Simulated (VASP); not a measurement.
# KCl (Pm-3m) in VASP: notebook, part 2 of 2

VASP 6.6.1.

## 6. Single point, PBE

INCAR

```
SYSTEM = KCl
PREC = Accurate ; ENCUT = 800
EDIFF = 1E-6 ; ISMEAR = 0
SIGMA = 0.05 ; LREAL = .False.
LASPH = .False. ; NELM = 100
ALGO = Normal ; ISIF = 2
LWAVE = .False. ; LCHARG = .False.
GGA = PE ; NBANDS = 15
ADDGRID = .False.
```

KPOINTS

```
regular mesh
0
Gamma
  4 4 4
  0 0 0
```

POSCAR

```
KCl
1.0
    3.8391960000      0.0000000000      0.0000000000
    0.0000000000      3.8391960000      0.0000000000
    0.0000000000      0.0000000000      3.8391960000
K Cl
1 1
Direct
    0.0000000000      0.0000000000      0.0000000000
    0.5000000000      0.5000000000      0.5000000000
```

Potentials or basis: VASP PAW PBE potentials, release 64 (K_sv, Cl_h).

On the command line:

```bash
$ cat potpaw_PBE.64/K_sv/POTCAR potpaw_PBE.64/Cl_h/POTCAR > POTCAR
$ mpirun -np 1 vasp_std > vasp.out
```

OUTCAR:

```text
SYSTEM = KCl
   PREC = Accurate
   ENCUT = 800
   EDIFF = 1E-6
   ISMEAR = 0
   LREAL = .False.
   LASPH = .False.
   NELM = 100
   ISIF = 2
   GGA = PE

 Found     10 irreducible k-points:

 Following reciprocal coordinates:
            Coordinates               Weight
  0.000000  0.000000  0.000000      1.000000
  0.250000  0.000000  0.000000      6.000000
  0.500000  0.000000  0.000000      3.000000
  0.250000  0.250000  0.000000     12.000000
  0.500000  0.250000  0.000000     12.000000
  0.500000  0.500000  0.000000      3.000000
   k-points           NKPTS =     10   k-points in BZ     NKDIM =     10   number of bands    NBANDS=     15
   number of dos      NEDOS =    301   number of ions     NIONS =      2
   total plane-waves  NPLWV =  46656
   dimension x,y,z NGX =    36 NGY =   36 NGZ =   36
   dimension x,y,z NGXF=    72 NGYF=   72 NGZF=   72
   ions per type =               1   1
   NGX,Y,Z   is equivalent  to a cutoff of  15.59, 15.59, 15.59 a.u.
   NGXF,Y,Z  is equivalent  to a cutoff of  31.18, 31.18, 31.18 a.u.
 SYSTEM =  KCl
   PREC   = accura    normal or accurate (medium, high low for compatibility)
   ISTART =      0    job   : 0-new  1-cont  2-samecut
   ICHARG =      2    charge: 1-file 2-atom 10-const
   ISPIN  =      1    spin polarized calculation?
   LNONCOLLINEAR =      F non collinear calculations
   LSORBIT =      F    spin-orbit coupling
   LASPH  =      F    aspherical Exc in radial PAW
   ENCUT  =  800.0 eV  58.80 Ry    7.67 a.u.   8.85  8.85  8.85*2*pi/ulx,y,z
   NELM   =    100;   NELMIN=  2; NELMDL= -5     # of ELM steps
   EDIFF  = 0.1E-05   stopping-criterion for ELM
   LREAL  =      F    real-space projection
   EDIFFG = 0.1E-04   stopping-criterion for IOM
   NSW    =      0    number of steps for IOM
   IBRION =     -1    ionic relax: 0-MD 1-quasi-New 2-CG
   NFREE  =      0    steps in history (QN), initial steepest desc. (CG)
   ISIF   =      2    stress and relaxation
   ISYM   =      2    0-nonsym 1-usesym 2-fastsym
   POTIM  = 0.5000    time-step for ionic-motion
   TEBEG  =    0.0;   TEEND  =   0.0 temperature during run
   PSTRESS=    0.0 pullay stress
   NELECT =      16.0000    total number of electrons
   NUPDOWN=      -1.0000    fix difference up-down
   EMIN   =  10.00;   EMAX   =-10.00  energy-range for DOS
   EFERMI =   0.00;   METHOD = LEGACY
   ISMEAR =     0;   SIGMA  =   0.05  broadening in eV -4-tet -1-fermi 0-gaus
   EFERMI_NEDOS =   21; number of points for ismear=-14 and -15
   IALGO  =     38    algorithm
   IMIX   =      4    mixing-type and parameters
     AMIX     =   0.40;   BMIX     =  1.00
     AMIX_MAG =   1.60;   BMIX_MAG =  1.00
  volume/ion in A,a.u.               =      28.29       190.94
  Fermi-wavevector in a.u.,A,eV,Ry     =   1.074504  2.030517 15.708715  1.154558
  Thomas-Fermi vector in A             =   2.210334
   LORBIT       =      0    0 simple, 1 ext, 2 COOP (PROOUT), +10 PAW based schemes
   GGA     = PE    functional components
   LHFCALC =     F    Hartree Fock is set to
   AEXX    =    0.0000 exact exchange contribution
   IVDW    =     0    specifies the selected vdW correction
   LEPSILON=     F    determine dielectric tensor
   LRPA    =     F    only Hartree local field effects (RPA)
 non-spin polarized calculation
 Gauss-broadening in eV      SIGMA  =   0.05
  energy-cutoff  :      800.00
  volume of cell :       56.59
 maximum number of plane-waves:      2945
 NGX is ok and might be reduce to    36
   NGX = 17   NGY = 17   NGZ = 17

 number of electron      16.0000001 magnetization

 Free energy of the ion-electron system (eV)
  ---------------------------------------------------
  ext. energy  EPLUGINS =         0.00000000
  ---------------------------------------------------
  free energy    TOTEN  =        -6.65481933 eV

  energy without entropy =       -6.65481933  energy(sigma->0) =       -6.65481933

 E-fermi :  -0.3620     XC(G=0):  -8.0936

 val. band max:       -0.5919614963   @ k =   0.5000   0.5000   0.0000
 cond. band min:       4.2016925375   @ k =   0.0000   0.0000   0.0000
 fundamental gap:      4.7936540337
 Fermi energy:        -0.3620015662

 k-point     1 :       0.0000    0.0000    0.0000
  band No.  band energies     occupation
      1     -28.6593      2.00000
      2     -13.1594      2.00000
      3     -12.0462      2.00000
      4     -12.0462      2.00000
      5     -12.0462      2.00000
      6      -0.7952      2.00000
      7      -0.7952      2.00000
      8      -0.7952      2.00000
      9       4.2017      0.00000
     10       5.9668      0.00000
     11       5.9668      0.00000
     12      10.0301      0.00000
     13      10.0301      0.00000
     14      10.0301      0.00000
     15      12.9467      0.00000

 k-point     2 :       0.2500    0.0000    0.0000
  band No.  band energies     occupation
      1     -28.6498      2.00000
      2     -13.2477      2.00000
      3     -12.0311      2.00000
      4     -12.0311      2.00000
      5     -11.9740      2.00000
      6      -1.6721      2.00000
      7      -0.7981      2.00000
      8      -0.7981      2.00000
      9       5.4149      0.00000
     10       6.4583      0.00000
     11       7.0189      0.00000
     12       9.8717      0.00000
     13       9.8717      0.00000
     14      10.3002      0.00000
     15      11.1934      0.00000

 k-point     3 :       0.5000    0.0000    0.0000
  band No.  band energies     occupation
      1     -28.6403      2.00000
      2     -13.3372      2.00000
      3     -12.0160      2.00000
      4     -12.0160      2.00000
      5     -11.8940      2.00000
      6      -2.3475      2.00000
      7      -0.8022      2.00000
      8      -0.8022      2.00000
      9       7.1016      0.00000
     10       7.3133      0.00000
     11       7.6427      0.00000
     12       9.4962      0.00000
     13       9.8879      0.00000
     14       9.8879      0.00000
     15      10.6375      0.00000

 k-point     4 :       0.2500    0.2500    0.0000
  band No.  band energies     occupation
      1     -28.6407      2.00000
      2     -13.1942      2.00000
      3     -12.1568      2.00000
      4     -12.0179      2.00000
      5     -11.9476      2.00000
      6      -1.6432      2.00000
      7      -1.3599      2.00000
      8      -0.7494      2.00000
      9       6.0732      0.00000
     10       6.7945      0.00000
     11       7.7956      0.00000
     12       9.0656      0.00000
     13       9.3684      0.00000
     14      10.0592      0.00000
     15      11.3215      0.00000

 k-point     5 :       0.5000    0.2500    0.0000
  band No.  band energies     occupation
      1     -28.6315      2.00000
      2     -13.1585      2.00000
      3     -12.1432      2.00000
      4     -12.0386      2.00000
      5     -12.0045      2.00000
      6      -2.0751      2.00000
      7      -1.3353      2.00000
      8      -0.7001      2.00000
      9       6.4387      0.00000
     10       7.0297      0.00000
     11       8.5113      0.00000
     12       9.0138      0.00000
     13       9.0439      0.00000
     14       9.7205      0.00000
     15      11.4397      0.00000

 k-point     6 :       0.5000    0.5000    0.0000
  band No.  band energies     occupation
      1     -28.6227      2.00000
      2     -12.8977      2.00000
      3     -12.2660      2.00000
      4     -12.2660      2.00000
      5     -11.9929      2.00000
      6      -1.7830      2.00000
      7      -1.7830      2.00000
      8      -0.5920      2.00000
      9       5.5838      0.00000
     10       6.6823      0.00000
     11       8.3293      0.00000
     12       8.3293      0.00000
     13      10.7418      0.00000
     14      10.7418      0.00000
     15      11.5440      0.00000

 [... further k-points ...]

------------------------ aborting loop because EDIFF is reached ----------------------------------------

  FORCE on cell =-STRESS in cart. coord.  units (eV):
  Direction    XX          YY          ZZ          XY          YZ          ZX
  --------------------------------------------------------------------------------------
  -------------------------------------------------------------------------------------
  Total        0.0005384      0.0005384      0.0005384     -0.0000000     -0.0000000      0.0000000
  in kB        0.0152425      0.0152425      0.0152425     -0.0000000     -0.0000000      0.0000000
  external PRESSURE =       0.0152425 kB  Pullay stress =       0.0000000 kB

 VOLUME and BASIS-vectors are now :
 -----------------------------------------------------------------------------
  energy-cutoff  :      800.00
  volume of cell :       56.59
      direct lattice vectors                 reciprocal lattice vectors
     3.839196000  0.000000000  0.000000000     0.260471203  0.000000000  0.000000000
     0.000000000  3.839196000  0.000000000     0.000000000  0.260471203  0.000000000
     0.000000000  0.000000000  3.839196000     0.000000000  0.000000000  0.260471203

 POSITION                                       TOTAL-FORCE (eV/Angst)
 -----------------------------------------------------------------------------------
      0.00000      0.00000      0.00000         0.000000      0.000000      0.000000
      1.91960      1.91960      1.91960         0.000000      0.000000      0.000000
 -----------------------------------------------------------------------------------
    total drift:                                0.000000      0.000000      0.000000

  FREE ENERGIE OF THE ION-ELECTRON SYSTEM (eV)
  ---------------------------------------------------
  free  energy   TOTEN  =        -6.6548193312 eV

  energy  without entropy=       -6.6548193312  energy(sigma->0) =       -6.65481933
```

OSZICAR:

```text
N       E                     dE             d eps       ncg     rms          rms(c)
DAV:   1     0.134549097095E+03    0.13455E+03   -0.93571E+03   300   0.137E+03
DAV:   2     0.155045584879E+01   -0.13300E+03   -0.11877E+03   399   0.288E+02
DAV:   3    -0.669052751259E+01   -0.82410E+01   -0.81592E+01   412   0.601E+01
DAV:   4    -0.696904350687E+01   -0.27852E+00   -0.27844E+00   466   0.110E+01
DAV:   5    -0.697122941151E+01   -0.21859E-02   -0.21859E-02   441   0.947E-01    0.278E+00
DAV:   6    -0.668670723951E+01    0.28452E+00   -0.30701E-01   377   0.317E+00    0.208E+00
DAV:   7    -0.665242139370E+01    0.34286E-01   -0.99422E-02   377   0.203E+00    0.119E+00
DAV:   8    -0.665457232405E+01   -0.21509E-02   -0.20521E-02   388   0.103E+00    0.231E-01
DAV:   9    -0.665464937036E+01   -0.77046E-04   -0.16452E-03   419   0.280E-01    0.117E-01
DAV:  10    -0.665482114167E+01   -0.17177E-03   -0.31410E-04   335   0.166E-01    0.434E-02
DAV:  11    -0.665481907024E+01    0.20714E-05   -0.12060E-05   405   0.336E-02    0.197E-02
DAV:  12    -0.665481859009E+01    0.48016E-06   -0.10592E-05   335   0.235E-02    0.374E-03
DAV:  13    -0.665481933124E+01   -0.74115E-06   -0.80122E-07   311   0.765E-03
   1 F= -.66548193E+01 E0= -.66548193E+01  d E =-.860730E-12
```

Run time: 6.8 s. Hardware: 1 thread of Intel Xeon 6975P-C (Granite Rapids), shared host; peak memory 0.2 GiB.

The run converged, but some of its settings lie outside the range that counts as converged, so its numbers aren't taken as properties of the crystal.

Results:

- Free energy: -6.6548 eV
- Pressure: 0.0 GPa
- Band gap on the k mesh: 4.79 eV, indirect (least direct gap 5.00 eV)

## 7. For comparison

An earlier run on the cell as given: functional PBEsol; potentials or basis VASP PAW PBE potentials, release 64 (K_sv, Cl); cutoff 520 eV; k mesh 7 × 7 × 7; occupations fermi-dirac, width 0.05 eV; no spin polarisation.

* Pressure: -1.4 GPa
* Band gap on the k mesh: 4.64 eV, indirect (least direct gap 4.83 eV)
